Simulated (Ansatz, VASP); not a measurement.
Two plane-wave programs on MoS2

Contents of INCAR:

```
SYSTEM = MoS2
PREC = Accurate
ENCUT = 520
EDIFF = 1E-7
ISMEAR = -1
SIGMA = 0.05
LREAL = .False.
LASPH = .True.
NELM = 60
ALGO = Normal
ISIF = 2
LWAVE = .False.
LCHARG = .False.
GGA = PS
NBANDS = 20
```

File KPOINTS:

```
regular mesh
0
Gamma
  9 9 4
  0 0 0
```

Contents of POSCAR:

```
MoS2
1.0
    3.2274645616      0.0000000000      0.0000000000
   -1.6137322808      2.7950663001      0.0000000000
    0.0000000000      0.0000000000      6.3124734200
Mo S
1 2
Direct
    0.0000000000      0.0000000000      0.5000000000
    0.6666666667      0.3333333333      0.7446806800
    0.3333333333      0.6666666667      0.2553193200
```

Contents of input.yaml:

```yaml
crystal:
  lattice:
    - [3.2274645616, 0.0, 0.0]
    - [-1.6137322808, 2.7950663001, 0.0]
    - [0.0, 0.0, 6.31247342]
  atoms:
    - { symbol: Mo, position: [0.0, 0.0, 0.5] }
    - { symbol: S, position: [0.6666666667, 0.3333333333, 0.74468068] }
    - { symbol: S, position: [0.3333333333, 0.6666666667, 0.25531932] }
hamiltonian:
  xc: pbesol
  pseudopotentials: { kind: paw }
kpoints:
  mp_grid: { grid: [9, 9, 4] }
scf:
  occupations: { method: fermi_dirac, width: 0.05 }
output:
  forces: true
  stress: true
  eigenvalues: true
```

Measurements of this composition are mostly on another form, of space group No. 194.

Alike in both runs: task single point; functional PBEsol; k mesh 9 × 9 × 4; occupations fermi-dirac, width 0.05 eV; no spin polarisation.

```csv
,VASP,Ansatz
version,VASP 6.6.1,Ansatz 0.2.0
potentials or method,"VASP PAW PBE potentials, release 64 (Mo_sv, S)",Ansatz PAW
plane-wave cutoff (eV),520,420
valence electrons in the cell,26,26
```

VASP gave:

```
gap on the k mesh at the Fermi level (eV)       : none
pressure (GPa)                                  : -3.4
largest component of the traceless stress (GPa) : 2.50
rms of the force components (eV/Å)              : 0.012
```

Question: Estimate Ansatz's values.

Answer: gap on the k mesh at the Fermi level (eV): none; pressure (GPa): -3.4; largest component of the traceless stress (GPa): 2.48; rms of the force components (eV/Å): 0.010.

Atom by atom the forces differ by 0.003 eV/Å (rms over components). A gap of «none» marks a metal or a gap that the smearing closes.

Caveats: this functional lacks dispersion, which binds the layers, so the pressure and a relaxed spacing across them are unreliable; the PAW data sets were made with another functional, which shifts forces and pressure a little (VASP); the PAW data sets come from PBE, with cores solved anew for the run's functional, which leaves a small shift of forces and pressure (Ansatz).
